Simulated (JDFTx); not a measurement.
Crystal: Sn.

```xyz
1
Lattice="-1.7265 1.7755 2.3383 1.7265 -1.7755 2.3383 1.7265 1.7755 -2.3383" Properties=species:S:1:pos:R:3 pbc="T T T"
Sn    0.0000    0.0000    0.0000
```

This isn't the form of Sn at room conditions, which is tetragonal (white tin).

```yaml
Program: JDFTx 1.7.0 (patched build)
Task: single point
Functional: PBEsol
Potentials_or_basis: PseudoDojo-SR-PBEsol-0.4.1-standard with smoothed tails
Cutoff: 980 eV
Density_cutoff: 3918 eV
k_mesh: 11 × 11 × 11
Occupations: fermi-dirac, width 0.05 eV
Spin: no spin polarisation
```

On this cell: pressure -3.6 GPa; band gap on the k mesh none (metal or under the smearing width).

The same run follows on a disturbed copy (cell strained at random at fixed volume):

```xyz
1
Lattice="-1.6658 1.7656 2.2958 1.7444 -1.7991 2.3793 1.6824 1.8152 -2.3212" Properties=species:S:1:pos:R:3 pbc="T T T"
Sn   -0.0176    0.0062   -0.0314
```

Task: What changes?

Result: The energy (extrapolated to zero smearing) moves by +4.9 meV/atom; pressure -3.5 GPa; band gap on the k mesh none (metal or under the smearing width).

Stress tensor (GPa, compression positive):
```
-2.72 -0.02 -0.58
-0.02 -4.47  0.16
-0.58  0.16 -3.42
```
